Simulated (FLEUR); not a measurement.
Crystal: ZrS2.

```
CELL_PARAMETERS angstrom
3.69138 0.00000 0.00000
-1.84569 3.19683 0.00000
0.00000 0.00000 6.04108
ATOMIC_POSITIONS crystal
Zr 0.00000 0.00000 0.00000
S 0.33333 0.66667 0.23791
S 0.66667 0.33333 0.76209
```

The cell is a database's computed one.

Base run:

```yaml
Program: FLEUR MaX-R8.1 (later development tree)
Functional: PBE
Potentials_or_basis: all-electron
Basis: FLAPW
Kmax: 5.08 1/bohr
k_mesh: 8 × 8 × 5
Occupations: fermi-dirac, width 0.05 eV
Spin: no spin polarisation
```

Its results: band gap on the k mesh 1.05 eV, indirect (least direct gap 1.64 eV).

The run is repeated on the same cell with these changes: functional from PBE to RPBE. What comes out?

Band gap on the k mesh 1.23 eV, indirect (least direct gap 1.79 eV).
